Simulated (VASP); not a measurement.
The system is Mg.

```xyz
2
Lattice="3.2093 0.0000 0.0000 -1.6046 2.7793 0.0000 0.0000 0.0000 5.2103" Properties=species:S:1:pos:R:3 pbc="T T T"
Mg    1.6047    0.9264    3.9077
Mg    0.0000    1.8529    1.3026
```

- Program: VASP 6.6.1
- Task: relaxation of cell and atoms
- Functional: PBE
- Dispersion: TS
- Potentials or basis: VASP PAW PBE potentials, release 64 (Mg)
- Cutoff: 600 eV
- k mesh: 10 × 10 × 5
- Occupations: fermi-dirac, width 0.05 eV
- Spin: no spin polarisation

At the start: pressure -4.7 GPa; volume 23.24 Å³/atom.

Problem. How do energy, volume and symmetry change on relaxing?

Solution. Over 12 steps the energy falls by 43.5 meV/atom and the volume is 20.45 Å³/atom (-12.0 %); space group P6_3/mmc (No. 194, to 0.05 Å).

The path:
| step | energy change (eV) | largest force (eV/Å) | pressure (GPa) | volume (Å³) |
| --- | --- | --- | --- | --- |
| 1 | 0.0000 | 0.0000 | -4.73 | 46.47 |
| 2 | -0.0822 | 0.0000 | -1.25 | 42.01 |
| 3 | -0.0820 | 0.0000 | 0.98 | 40.02 |
| 4 | -0.0855 | 0.0000 | 0.02 | 40.82 |
| 5 | -0.0853 | 0.0000 | 0.14 | 40.72 |
| 6 | -0.0860 | 0.0000 | 0.16 | 40.73 |
| 7 | -0.0865 | 0.0000 | 0.18 | 40.75 |
| 8 | -0.0868 | 0.0000 | 0.17 | 40.74 |
| 9 | -0.0868 | 0.0000 | 0.17 | 40.74 |
| 10 | -0.0871 | 0.0000 | -0.05 | 40.94 |
| 11 | -0.0871 | 0.0000 | -0.04 | 40.93 |
| 12 | -0.0871 | 0.0000 | 0.00 | 40.89 |

Final structure:
```
Mg
1.0
     3.04647    0.00000    0.00000
    -1.52324    2.63832    0.00000
     0.00000    0.00000    5.08774
Mg
2
Cartesian
  1.5232 0.8794 3.8158
  0.0000 1.7589 1.2719
```

Caveat: atom-pairwise D2, TS and ULG terms overbind metals; the volume moved by -12 % from the deposited cell, more than functionals usually miss; pairwise dispersion overbinds metals, which lowers pressure and volume.
